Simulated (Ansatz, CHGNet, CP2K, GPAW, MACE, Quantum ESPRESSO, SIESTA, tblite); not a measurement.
**Twisted 2H-MoTe2/1T-TiSe2 bilayer, 21.79° (42 atoms), the built cell with every atom moved at random**

Calculated values (Quantum ESPRESSO 7.5, Kohn-Sham DFT, PBE, SSSP efficiency 1.3.0 pseudopotentials, plane waves; sssp-1.3.0-efficiency; 45/360 Ry; levels smeared at 580 K; Γ point) for the built cell with every atom moved at random.

Cell vectors (Å):

```
9.339 0.000 0.000
-4.670 8.088 0.000
0.000 0.000 26.040
```

Positions (Å):

```
1 Mo 0.655 1.954 9.754
2 Te 2.006 0.356 11.634
3 Te 2.016 0.358 8.014
4 Mo 0.017 5.326 9.753
5 Te 1.362 3.841 11.582
6 Te 1.320 3.844 7.963
7 Mo 4.027 0.801 9.787
8 Te 0.648 7.299 11.579
9 Te 0.661 7.345 7.984
10 Mo 3.385 4.245 9.816
11 Te 4.658 2.699 11.598
12 Te 4.629 2.761 8.063
13 Mo 2.642 7.736 9.756
14 Te 3.971 6.139 11.633
15 Te 4.036 6.171 8.007
16 Mo 6.626 3.024 9.806
17 Te 8.005 1.549 11.623
18 Te 8.028 1.565 7.993
19 Mo -3.360 6.516 9.788
20 Te -1.966 4.988 11.581
21 Te -2.007 5.014 8.056
22 Ti -2.033 5.762 16.479
23 Se -0.638 7.340 17.983
24 Se -0.002 5.413 14.959
25 Ti 4.671 8.078 16.495
26 Se 1.254 1.585 18.117
27 Se -2.657 7.686 15.007
28 Ti 0.702 3.416 16.458
29 Se 2.035 5.001 18.044
30 Se 2.681 3.082 14.922
31 Ti 1.292 6.886 16.488
32 Se 7.341 0.379 18.030
33 Se 3.333 6.557 14.926
34 Ti 3.365 1.142 16.478
35 Se 4.714 2.688 18.060
36 Se 5.361 0.766 14.903
37 Ti 4.046 4.625 16.525
38 Se 5.313 6.116 18.044
39 Se 5.978 4.238 14.994
40 Ti 6.676 2.328 16.510
41 Se -1.278 3.792 18.039
42 Se -0.672 1.972 14.947
```

**Question.** What force acts on each atom?

Columns: atom, fx, fy, fz (forces in eV/Å).

```
1 0.299 -0.605 1.046
2 -0.137 0.296 -0.615
3 -0.076 0.192 -0.494
4 0.232 1.058 0.627
5 -0.123 -0.039 0.330
6 0.642 0.056 -0.539
7 -0.604 -0.317 0.474
8 0.083 -0.158 0.051
9 -0.080 -0.278 -0.535
10 -1.192 0.263 -0.085
11 0.098 -0.155 0.874
12 0.379 -0.592 -1.686
13 0.651 -0.463 0.893
14 0.170 0.551 -0.282
15 -0.533 0.076 -0.722
16 0.726 0.637 0.187
17 0.032 -0.242 -0.254
18 -0.420 -0.062 -0.829
19 0.254 0.456 1.107
20 -0.239 -0.158 0.244
21 -0.168 -0.550 -1.146
22 0.105 -0.581 0.240
23 -0.271 0.186 0.787
24 -0.013 0.213 -0.256
25 -0.405 -0.275 0.071
26 0.395 0.151 -0.357
27 -0.035 0.259 -0.231
28 0.324 -0.840 0.217
29 -0.176 0.350 0.106
30 -0.020 0.207 0.123
31 0.178 -0.825 -0.045
32 0.119 0.244 0.114
33 0.066 0.299 0.351
34 0.211 -0.265 -0.108
35 -0.257 0.057 0.171
36 -0.239 0.428 0.208
37 -0.501 -0.429 -0.237
38 0.319 0.600 0.511
39 0.290 0.229 -0.616
40 0.075 -0.606 0.141
41 -0.316 0.664 0.200
42 0.156 -0.032 -0.033
```

The functional has no dispersion term, which matters for the binding between molecules or layers. The main run has no spin polarisation, so any moments at edges, vacancies or dangling bonds can't form in it. Only the Γ point is sampled, in a cell whose shortest periodic width is 8 Å, which is coarse for a cell with partly filled levels.

The r.m.s. force component is 0.459 eV/Å; the longest force, 1.83 eV/Å, acts on Te12.

[Logs are printed without paths, hosts, clocks, repeated set-up lines and the standing remarks that a program may print on its own settings, such as how far it seeks lower states.]

[Hosts, paths, dates, database ids (printed as entryN), source tags and the programs' standing remarks are cut or masked in the printed files.]
